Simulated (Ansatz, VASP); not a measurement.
# CaO: VASP beside Ansatz

INCAR

```
SYSTEM = CaO
PREC = Accurate
ENCUT = 520
EDIFF = 1E-7
ISMEAR = 0
SIGMA = 0.05
LREAL = .False.
LASPH = .True.
NELM = 60
ALGO = Normal
ISIF = 2
LWAVE = .False.
LCHARG = .True.
GGA = PE
LELF = .True.
LVHAR = .True.
NBANDS = 15
```

Contents of KPOINTS:

```
regular mesh
0
Gamma
  8 8 8
  0 0 0
```

Contents of POSCAR:

```
CaO
1.0
    0.0000000000      2.4367550000      2.4490000000
    2.4612450000      0.0000000000      2.4490000000
    2.4612450000      2.4367550000      0.0000000000
Ca O
1 1
Direct
    0.0000000000      0.0000000000      0.0000000000
    0.5000000000      0.5000000000      0.5000000000
```

Input for Ansatz:

```yaml
crystal:
  lattice:
    - [0.0, 2.436755, 2.449]
    - [2.461245, 0.0, 2.449]
    - [2.461245, 2.436755, 0.0]
  atoms:
    - { symbol: Ca, position: [0.0, 0.0, 0.0] }
    - { symbol: O, position: [0.5, 0.5, 0.5] }
basis:
  ecutwfc: 420
kpoints:
  mp_grid: { grid: [8, 8, 8] }
hamiltonian:
  xc: pbe
scf:
  occupations: { method: gaussian, width: 0.05 }
output:
  forces: true
  stress: true
  eigenvalues: true
```

Change from the starting cell: strain +0.0050 x Voigt [1, -1, 0, 0, 0, 0], atoms carried along.

Alike in both runs: task single point; functional PBE; k mesh 8 × 8 × 8; occupations gaussian, width 0.05 eV; no spin polarisation.

```csv
,VASP,Ansatz
version,VASP 6.6.1,Ansatz 0.2.0
potentials or method,"VASP PAW PBE potentials, release 64 (Ca_sv, O)","scalar-relativistic, plane waves, PAW"
plane-wave cutoff (eV),520,420
valence electrons in the cell,16,16
```

```csv
,VASP,Ansatz,Ansatz less VASP
gap on the k mesh at the Fermi level (eV),3.62,3.64,+0.016
least direct gap on the mesh (eV),4.02,4.04,+0.017
pressure (GPa),-3.5,-4.0,-0.46
largest component of the traceless stress (GPa),0.59,0.56,-0.029
```

The functional is the same, so the differences come from potentials, cutoffs and numerics.

A k mesh can miss the band edges.
